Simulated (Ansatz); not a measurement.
# Residual resistivity of an alloy: Re(0001) with 2 layers of random Re-Zn, 2x2, part 2 of 2

Wanted: resistance against the alloy's length, first Re(0001) with 2 layers of random Re-Zn, 2x2.

Ansatz 0.2.0; Ansatz plane-wave DFT, PBE, PAW files; ballistic transport by layer matching (Landauer), zero bias; PAW set soft_1.

So far. Step 3 (With 6 alloy layers): Over the solved energies the transmission per spin lies between 1.39 and 1.59, out of 5.26 channels of the lead on average (up to 5.38).

### 4. With 10 alloy layers

In 10 layers a share of 0.25 of the sites is given to Zn at random. A fresh draw is used; the growth of the resistance with length is what counts.

System of this step: Re(0001) with 10 layers of random Re-Zn, 2x2. The cell holds 80 atoms: 70 Re and 10 Zn. Cell: a = 5.522 Å, b = 5.522 Å, c = 44.582 Å, α = 90.0°, β = 90.0°, γ = 120.0°. It derives from Re. Regions: lead, 40 atoms (40 Re); scattering region, 40 atoms (30 Re and 10 Zn). The structure is stacked along c, and the current runs across the ab planes.

File input.yaml:

```yaml
crystal:
  lattice:
    - [5.5216, 0.0, 0.0]
    - [-2.7608, 4.7818458695, 0.0]
    - [0.0, 0.0, 44.582]
  atoms:
    - { symbol: Re, position: [0.1666666667, 0.3333333333, 0.025] }
    - { symbol: Re, position: [0.1666666667, 0.8333333333, 0.025] }
    - { symbol: Re, position: [0.6666666667, 0.3333333333, 0.025] }
    - { symbol: Re, position: [0.6666666667, 0.8333333333, 0.025] }
    - { symbol: Re, position: [0.3333333333, 0.1666666667, 0.075] }
    - { symbol: Re, position: [0.3333333333, 0.6666666667, 0.075] }
    - { symbol: Re, position: [0.8333333333, 0.1666666667, 0.075] }
    - { symbol: Re, position: [0.8333333333, 0.6666666667, 0.075] }
    - { symbol: Re, position: [0.1666666667, 0.3333333333, 0.125] }
    - { symbol: Re, position: [0.1666666667, 0.8333333333, 0.125] }
    - { symbol: Re, position: [0.6666666667, 0.3333333333, 0.125] }
    - { symbol: Re, position: [0.6666666667, 0.8333333333, 0.125] }
    - { symbol: Re, position: [0.3333333333, 0.1666666667, 0.175] }
    - { symbol: Re, position: [0.3333333333, 0.6666666667, 0.175] }
    - { symbol: Re, position: [0.8333333333, 0.1666666667, 0.175] }
    - { symbol: Re, position: [0.8333333333, 0.6666666667, 0.175] }
    - { symbol: Re, position: [0.1666666667, 0.3333333333, 0.225] }
    - { symbol: Re, position: [0.1666666667, 0.8333333333, 0.225] }
    - { symbol: Re, position: [0.6666666667, 0.3333333333, 0.225] }
    - { symbol: Re, position: [0.6666666667, 0.8333333333, 0.225] }
    - { symbol: Re, position: [0.3333333333, 0.1666666667, 0.275] }
    - { symbol: Re, position: [0.3333333333, 0.6666666667, 0.275] }
    - { symbol: Re, position: [0.8333333333, 0.1666666667, 0.275] }
    - { symbol: Re, position: [0.8333333333, 0.6666666667, 0.275] }
    - { symbol: Re, position: [0.1666666667, 0.3333333333, 0.325] }
    - { symbol: Re, position: [0.1666666667, 0.8333333333, 0.325] }
    - { symbol: Zn, position: [0.6666666667, 0.3333333333, 0.325] }
    - { symbol: Re, position: [0.6666666667, 0.8333333333, 0.325] }
    - { symbol: Zn, position: [0.3333333333, 0.1666666667, 0.375] }
    - { symbol: Re, position: [0.3333333333, 0.6666666667, 0.375] }
    - { symbol: Re, position: [0.8333333333, 0.1666666667, 0.375] }
    - { symbol: Re, position: [0.8333333333, 0.6666666667, 0.375] }
    - { symbol: Re, position: [0.1666666667, 0.3333333333, 0.425] }
    - { symbol: Zn, position: [0.1666666667, 0.8333333333, 0.425] }
    - { symbol: Re, position: [0.6666666667, 0.3333333333, 0.425] }
    - { symbol: Re, position: [0.6666666667, 0.8333333333, 0.425] }
    - { symbol: Re, position: [0.3333333333, 0.1666666667, 0.475] }
    - { symbol: Re, position: [0.3333333333, 0.6666666667, 0.475] }
    - { symbol: Zn, position: [0.8333333333, 0.1666666667, 0.475] }
    - { symbol: Zn, position: [0.8333333333, 0.6666666667, 0.475] }
    - { symbol: Re, position: [0.1666666667, 0.3333333333, 0.525] }
    - { symbol: Re, position: [0.1666666667, 0.8333333333, 0.525] }
    - { symbol: Zn, position: [0.6666666667, 0.3333333333, 0.525] }
    - { symbol: Re, position: [0.6666666667, 0.8333333333, 0.525] }
    - { symbol: Re, position: [0.3333333333, 0.1666666667, 0.575] }
    - { symbol: Re, position: [0.3333333333, 0.6666666667, 0.575] }
    - { symbol: Re, position: [0.8333333333, 0.1666666667, 0.575] }
    - { symbol: Re, position: [0.8333333333, 0.6666666667, 0.575] }
    - { symbol: Re, position: [0.1666666667, 0.3333333333, 0.625] }
    - { symbol: Re, position: [0.1666666667, 0.8333333333, 0.625] }
    - { symbol: Zn, position: [0.6666666667, 0.3333333333, 0.625] }
    - { symbol: Re, position: [0.6666666667, 0.8333333333, 0.625] }
    - { symbol: Zn, position: [0.3333333333, 0.1666666667, 0.675] }
    - { symbol: Re, position: [0.3333333333, 0.6666666667, 0.675] }
    - { symbol: Zn, position: [0.8333333333, 0.1666666667, 0.675] }
    - { symbol: Re, position: [0.8333333333, 0.6666666667, 0.675] }
    - { symbol: Re, position: [0.1666666667, 0.3333333333, 0.725] }
    - { symbol: Re, position: [0.1666666667, 0.8333333333, 0.725] }
    - { symbol: Re, position: [0.6666666667, 0.3333333333, 0.725] }
    - { symbol: Zn, position: [0.6666666667, 0.8333333333, 0.725] }
    - { symbol: Re, position: [0.3333333333, 0.1666666667, 0.775] }
    - { symbol: Re, position: [0.3333333333, 0.6666666667, 0.775] }
    - { symbol: Re, position: [0.8333333333, 0.1666666667, 0.775] }
    - { symbol: Re, position: [0.8333333333, 0.6666666667, 0.775] }
    - { symbol: Re, position: [0.1666666667, 0.3333333333, 0.825] }
    - { symbol: Re, position: [0.1666666667, 0.8333333333, 0.825] }
    - { symbol: Re, position: [0.6666666667, 0.3333333333, 0.825] }
    - { symbol: Re, position: [0.6666666667, 0.8333333333, 0.825] }
    - { symbol: Re, position: [0.3333333333, 0.1666666667, 0.875] }
    - { symbol: Re, position: [0.3333333333, 0.6666666667, 0.875] }
    - { symbol: Re, position: [0.8333333333, 0.1666666667, 0.875] }
    - { symbol: Re, position: [0.8333333333, 0.6666666667, 0.875] }
    - { symbol: Re, position: [0.1666666667, 0.3333333333, 0.925] }
    - { symbol: Re, position: [0.1666666667, 0.8333333333, 0.925] }
    - { symbol: Re, position: [0.6666666667, 0.3333333333, 0.925] }
    - { symbol: Re, position: [0.6666666667, 0.8333333333, 0.925] }
    - { symbol: Re, position: [0.3333333333, 0.1666666667, 0.975] }
    - { symbol: Re, position: [0.3333333333, 0.6666666667, 0.975] }
    - { symbol: Re, position: [0.8333333333, 0.1666666667, 0.975] }
    - { symbol: Re, position: [0.8333333333, 0.6666666667, 0.975] }
kpoints:
  mp_grid: { grid: [5, 5, 1] }
hamiltonian:
  xc: pbe
  pseudopotentials: { kind: paw, azcp: { folder: soft_1 } }
scf:
  occupations: { method: fermi_dirac, width: 0.1 }
output:
  transmission:
    leads: [[0, 8]]
    kmesh: [10, 10]
    e_range: [-0.05, 0.05]
    de: 0.05
  write_potential: true
  write_density: true
  volumetric_format: npy
```

Launch:

```sh
$ ansatz run input.yaml --threads 4 --pin off --max-ram 15360MiB --backend cpu --events-out ev --progress --plain --runs-dir out
```

Numbers of over 12 decimals in the logs are rounded to 6 here.

Output:

```text
[...]
Crystal: 80 atoms, lattice volume = 1177.118 Å³
Basis set: ecut = 420 eV, 23015 PW (Γ)
Bands: 702, of which v1, the nominal top of the filled ones, is band 585 counted from 1 (584 counted from 0)
Symmetry: 1 space group operations
[...]
k-points: 13 of 25 (time reversal used)
[...]
SCF iter   1: F=—  HF=-794053.827202 eV  |F-HF|=—  |Δ(HF+E_count)|=         —  Δρ=6.72e-2  dr2=2.09e3  ethr=3.10e-3  ⟨swp⟩=5.3  Hψ=31162  notcnv=0  defer=103
[...]
SCF iter  13: F=-794033.780282 eV  HF=-794033.780282 eV  |F-HF|=5.55e-8  |Δ(HF+E_count)|=   1.25e-8  Δρ=9.78e-7  dr2=5.64e-8  ethr=8.55e-12  ⟨swp⟩=10.6  Hψ=21739  notcnv=0
SCF 1 converged in 13 iterations: F = -794033.780282 eV  dr2 = 5.64e-8
[...]
transmission: 417 of 4160 steps passed
transmission: 832 of 4160 steps passed
[...]
transmission: 4160 of 4160 steps passed
SCF converged after 13 iterations
Free energy (F): -794033.780282 eV
[...]
Internal energy: -794031.677934 eV  (E = F + TS)
E sigma→0 (E₀):  -794032.729108 eV
Entropy (-TS):   -2.102348 eV (-26.279 meV/atom)
Fermi energy:    22.502523 eV
[...]
--- Band table (eV; the first three rows and the last of 13) ---
  k-point 0: bands = [... 581 lower, 22.9357, 22.9806, 22.9875, 23.0280, 23.0761, 23.0859, 23.1185, 23.1498, ... 113 higher]
  k-point 1: bands = [... 581 lower, 22.5900, 22.6241, 22.6467, 22.6653, 22.7130, 22.7405, 22.7706, 22.8160, ... 113 higher]
  k-point 2: bands = [... 581 lower, 22.2194, 22.2521, 22.2881, 22.3192, 22.3593, 22.3996, 22.4354, 22.4730, ... 113 higher]
  k-point 12: bands = [... 581 lower, 22.2575, 22.2897, 22.3341, 22.3691, 22.3854, 22.4108, 22.4751, 22.5029, ... 113 higher]
--- Transmission ---
  basis      : 235 plane waves across, 80 finite elements along
  points     : 52, standing for a mesh of 10 x 10
[...]
channels       : 5.380000e0 a spin
[...]
junction   : crystal 0 to crystal 0, 1.53 to 41.65 Å
    transmission   : 1.073204e0 a spin
[...]
```

Elapsed: 37 min, on 4 threads of Arm Neoverse V1, shared host; peak memory 8.5 GiB.

Numbers from this step:

* free energy: -794033.7803 eV
* energy at zero smearing: -794032.7291 eV
* Fermi energy: 22.50 eV
* transmission per spin nearest the Fermi level: 1.073
* step of the lead's potential: 6.4 meV

Per spin. Table of transmission, zone mean by energy, zero at the Fermi level:

```csv
energy (eV),"transmission, zone mean"
-0.0500,1.09
0.0000,1.07
0.0500,1.06
```

Over the solved energies the transmission per spin lies between 1.06 and 1.09, out of 5.26 channels of the lead on average (up to 5.38).

### 5. Resistance against length

This step: Ansatz plane-wave DFT, PBE, PAW files; ballistic transport by layer matching (Landauer), zero bias; residual resistivity from the slope of the area resistance, atoms on the host's lattice; PAW set soft_1 (Ansatz 0.2.0).

Numbers from this step:

* resistivity: 110.0 µΩ cm
* intercept: 0.1032 fΩ m²
* scatter about the fit: 0.04044 fΩ m²

Resistance, by row:

```csv
run,length (Å),T,channels N,RA (fΩ m²)
n2,4.458,2.81,5.26,0.5648
n6,13.37,1.495,5.26,1.631
n10,22.29,1.074,5.26,2.526
```

Table of area resistance by length of the alloy:

```csv
length of the alloy (Å),area resistance (fΩ m²)
4.46,0.565
13.37,1.63
22.29,2.53
```

The area resistance goes from 0.56 to 2.5 fΩ m² between 4.5 and 22.3 Å, a slope of 110 µΩ cm.

By hand from the end points: (2.526 − 0.5648) fΩ m² / (22.29 − 4.46) Å = 110 µΩ cm, since 1 fΩ m² per Å is 1000 µΩ cm.

### 6. Outcome

- resistivity from the slope: 110 µΩ cm
- area resistance over 4.46 Å: 0.565 fΩ m²
- area resistance over 13.4 Å: 1.63 fΩ m²
- area resistance over 22.3 Å: 2.53 fΩ m²

What this shows: The slope gives 110 µΩ cm. The points scatter by 0.040 fΩ m² about the line, with one random draw a length in a 2x2 cell, so the slope is a rough value. Read with a model of isotropic scattering on a spherical Fermi surface and the lead's 1.5×10¹⁵ S/m², this slope means a mean free path near 4.4 Å; over these lengths the model's slope is within 3 % of its bulk resistivity, though a free path of a few ångströms strains the picture. The draw over the shortest length came out nearly ordered, with 8 symmetry operations, so that point is a poor sample of a random alloy. The atoms sit on the host's lattice, so scattering by size misfit is left out. Spin-orbit coupling is left out, which matters for Re.

[Logs are printed without paths, hosts, clocks, repeated set-up lines and the standing remarks that a program may print on its own settings, such as how far it seeks lower states.]

[Hosts, paths, dates, database ids (printed as entryN), source tags and the programs' standing remarks are cut or masked in the printed files.]
